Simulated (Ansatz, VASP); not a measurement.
One calculation of W, two programs

File INCAR:

```
SYSTEM = W
ALGO = Normal ; EDIFF = 1E-7
EDIFFG = -0.005 ; ENCUT = 600
GGA = PE ; IBRION = 2
ISIF = 3 ; ISMEAR = -1
LASPH = .TRUE. ; LCHARG = .FALSE.
LREAL = .FALSE. ; LWAVE = .FALSE.
NELM = 100 ; NSW = 45
PREC = Accurate ; SIGMA = 0.05
```

File KPOINTS:

```
k-points
0
G
  18 18 18
  0 0 0
```

POSCAR

```
W
1.0
    0.0000000000      2.0185871169      2.0185871169
    2.0185871169      0.0000000000      2.0185871169
    2.0185871169      2.0185871169      0.0000000000
W
1
Direct
    0.0000000000      0.0000000000      0.0000000000
```

Input for Ansatz:

```yaml
crystal:
  lattice:
    - [0.0, 2.0185871169, 2.0185871169]
    - [2.0185871169, 0.0, 2.0185871169]
    - [2.0185871169, 2.0185871169, 0.0]
  atoms:
    - { symbol: W, position: [0.0, 0.0, 0.0] }
kpoints:
  mp_grid: { grid: [18, 18, 18] }
scf:
  occupations: { method: fermi_dirac, width: 0.05 }
hamiltonian:
  xc: pbe
  pseudopotentials:
    kind: all_electron
    lapw: { basis_error: 0.0005 }
    relativity: none
output:
  forces: true
  stress: true
  eigenvalues: true
  populations: true
relax:
  f_tol: 0.005
  max_steps: 25
  cell: {}
```

Alike in both runs: task relaxation of cell and atoms; functional PBE; k mesh 18 × 18 × 18; occupations fermi-dirac, width 0.05 eV; no spin polarisation.

|  | VASP | Ansatz |
| --- | --- | --- |
| version | VASP 6.6.1 | Ansatz 0.2.0 |
| potentials or method | VASP PAW PBE potentials, release 64 (W_sv) | all-electron LAPW, non-relativistic |
| plane-wave cutoff (eV) | 600 | see its input |

VASP gave:

```
relaxed volume (Å³/atom)                                     : 16.48
relaxed cell length with the largest relative difference (Å) : 2.856
energy change over the relaxation (meV/atom)                 : 0
```

Task: Which values does Ansatz return?

Result: Relaxed volume (Å³/atom): 17.36; relaxed cell length with the largest relative difference (Å): 2.906; energy change over the relaxation (meV/atom): -37.

One of these differences is far larger than is usual between the two programs; its cause wasn't traced. Ansatz ran all-electron here, so the differences hold the error of VASP's frozen core and of both bases.

The runs have no spin-orbit coupling, so splittings on W are missing.
